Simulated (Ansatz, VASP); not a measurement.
## Two plane-wave programs on B2P

```
CELL_PARAMETERS angstrom
1.44486 0.83419 3.70544
-1.44486 0.83419 3.70544
0.00000 -1.66838 3.70544
ATOMIC_POSITIONS crystal
B 0.41606 0.41606 0.41606
B 0.58394 0.58394 0.58394
P 0.00000 0.00000 0.00000
```

Alike in both runs: task single point; functional PBE; k mesh 6 × 6 × 6; occupations gaussian, width 0.1 eV; no spin polarisation.

|  | VASP | Ansatz |
| --- | --- | --- |
| version | VASP 6.6.1 | Ansatz 0.2.0 |
| potentials or method | VASP PAW PBE potentials, release 64 (B, P) | scalar-relativistic, plane waves, PAW |
| plane-wave cutoff (eV) | 520 | 420 |
| valence electrons in the cell | 11 | 11 |

|  | VASP | Ansatz | Ansatz less VASP |
| --- | --- | --- | --- |
| gap on the k mesh at the Fermi level (eV) | none | none | - |
| rms of the force components (eV/Å) | 2.176 | 2.185 | +0.0084 |

Atom by atom the forces differ by 0.008 eV/Å (rms over components). A gap of «none» marks a metal or a gap that the smearing closes. The functional is the same, so the differences come from potentials, cutoffs and numerics.

Caveats: the k mesh is coarse (spacing up to 0.43 Å⁻¹), so the values aren't converged; forces of over 1 eV/Å show positions far from the minimum, so gaps and moduli don't describe the material at rest.
